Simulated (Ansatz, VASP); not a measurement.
## H: VASP beside Ansatz

INCAR

```
SYSTEM = H
ALGO = Normal ; EDIFF = 1E-6
ENCUT = 520 ; GGA = PE
ISIF = 2 ; ISMEAR = 0
LASPH = .TRUE. ; LCHARG = .TRUE.
LELF = .TRUE. ; LREAL = .FALSE.
LVHAR = .TRUE. ; LWAVE = .FALSE.
NBANDS = 8 ; NELM = 60
PREC = Accurate ; SIGMA = 0.02
```

Contents of KPOINTS:

```
k-points
0
G
  10 10 10
  0 0 0
```

The input POSCAR:

```
H
1.0
   -1.7329939799      1.7329939799      2.1398042973
    1.7329939799     -1.7329939799      2.1398042973
    1.7329939799      1.7329939799     -2.1398042973
H
2
Direct
    0.9171492414      0.9171492414      0.0000000000
    0.0828507586      0.0828507586      0.0000000000
```

Input for Ansatz:

```yaml
crystal:
  lattice:
    - [-1.7329939799, 1.7329939799, 2.1398042973]
    - [1.7329939799, -1.7329939799, 2.1398042973]
    - [1.7329939799, 1.7329939799, -2.1398042973]
  atoms:
    - { symbol: H, position: [0.9171492414, 0.9171492414, 0.0] }
    - { symbol: H, position: [0.0828507586, 0.0828507586, 0.0] }
basis:
  ecutwfc: 420
kpoints:
  mp_grid: { grid: [10, 10, 10] }
hamiltonian:
  xc: pbe
scf:
  occupations: { method: gaussian, width: 0.02 }
output:
  forces: true
  stress: true
  eigenvalues: true
```

Alike in both runs: task single point; functional PBE; k mesh 10 × 10 × 10; occupations gaussian, width 0.02 eV; no spin polarisation.

```csv
,VASP,Ansatz
version,VASP 6.6.1,Ansatz 0.2.0
potentials or method,"VASP PAW PBE potentials, release 64 (H)","scalar-relativistic, plane waves, PAW"
plane-wave cutoff (eV),520,420
valence electrons in the cell,2,2
```

|  | VASP | Ansatz | Ansatz less VASP |
| --- | --- | --- | --- |
| gap on the k mesh at the Fermi level (eV) | 9.45 | 9.45 | +0.002 |
| least direct gap on the mesh (eV) | 10.09 | 10.10 | +0.003 |
| pressure (GPa) | 2.4 | 2.6 | +0.22 |
| largest component of the traceless stress (GPa) | 4.72 | 4.80 | +0.079 |
| rms of the force components (eV/Å) | 0.930 | 0.937 | +0.0079 |

Atom by atom the forces differ by 0.008 eV/Å (rms over components).

Caveats: forces of over 1 eV/Å show positions far from the minimum, so gaps and moduli don't describe the material at rest. A k mesh can miss the band edges.
